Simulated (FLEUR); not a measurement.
# Fe: equation of state with SCAN

**The experiment to reproduce.**

“Pressure Induced Densification and Compression in a Reprocessed Borosilicate Glass”, 2018, pmc:5793612 quotes, for a bulk crystal of Fe: bulk modulus 166.4 GPa.

Crystal: Fe.

```
Fe
1.0
    -1.44300    1.44300    1.44300
     1.44300   -1.44300    1.44300
     1.44300    1.44300   -1.44300
Fe
1
Direct
  0.00000 0.00000 0.00000
```

| Quantity | Value |
| --- | --- |
| Program | FLEUR MaX-R8.1 (later development tree) |
| Task | equation of state |
| Functional | SCAN |
| Potentials or basis | all-electron |
| Basis | FLAPW |
| Kmax | 4.58 1/bohr |
| k mesh | 13 × 13 × 13 |
| Occupations | fermi-dirac, width 0.05 eV |
| Spin | collinear spin, program default start |
| Gmax | 14.2 1/bohr |
| Muffin-tin radii | Fe 2.14 bohr |
| lmax | Fe 9 |
| Local orbitals a species | Fe 5 |

```
Equilibrium volume : 11.60 Å³/atom
Bulk modulus       : 206 GPa
```

Energy against volume, from the lowest point:
```
volume (Å³/atom)  energy (meV/atom)
          11.298               5.02
          11.538               0.00
          12.019               8.66
          12.499              38.36
          12.740              59.30
```

A measured bulk modulus of Fe is 166.4 GPa (quoted in “Pressure Induced Densification and Compression in a Reprocessed Borosilicate Glass”, 2018, pmc:5793612); the calculated 206 GPa misses it by +23.5 %. The fit is for a static lattice scaled at fixed shape and fixed fractional positions.

Caveat: the meta-GGA is that of a development version, with a GGA for the radial functions and cores and without core tails.
